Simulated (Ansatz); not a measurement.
Crystal: Al2O3.

```
CELL_PARAMETERS angstrom
3.01748 0.00000 0.00000
-1.50874 2.61322 0.00000
0.00000 0.00000 7.57464
ATOMIC_POSITIONS crystal
Al 0.00000 0.00000 0.72205
Al 0.00000 0.00000 0.27795
O 0.00000 0.00000 0.50000
O 0.66667 0.33333 0.80055
O 0.33333 0.66667 0.19945
```

Measurements of this composition are mostly on another form, of space group No. 167.

| Quantity | Value |
| --- | --- |
| Program | Ansatz 0.2.0 |
| Task | relaxation of cell and atoms |
| Functional | r2SCAN |
| Potentials or basis | Ansatz PAW |
| Cutoff | 500 eV (not typed: the program's choice for these potentials) |
| k mesh | 10 × 10 × 4 |
| Occupations | fermi-dirac, width 0.05 eV |
| Spin | no spin polarisation |

At the start: volume 11.95 Å³/atom.

Problem. Where does the relaxation end?

Solution. It ends after 6 steps and the volume is 11.74 Å³/atom (-1.8 %); space group P-3m1 (No. 164, to 0.05 Å).

Step by step:
```
step  energy change (eV)  largest force (eV/Å)  volume (Å³)
   1              0.0000                0.3902        59.73
   2             -0.0257                0.2291        59.40
   3             -0.0363                0.0086        58.87
   4             -0.0365                0.0024        58.78
   5             -0.0365                0.0015        58.68
   6             -0.0361                0.0014        58.68
```

Final structure:
```
CELL_PARAMETERS angstrom
2.98587 0.00000 0.00000
-1.49293 2.58584 0.00000
0.00000 0.00000 7.60030
ATOMIC_POSITIONS crystal
Al 0.00000 0.00000 0.71909
Al 0.00000 0.00000 0.28091
O 0.00000 0.00000 0.50000
O 0.66667 0.33333 0.79547
O 0.33333 0.66667 0.20453
```

Caveat: the plane-wave basis is chosen anew once the cell has moved, so the energies of steps on either side of that aren't comparable; the PAW data sets come from PBE, with cores solved anew for the run's functional, which leaves a small shift of forces and pressure.
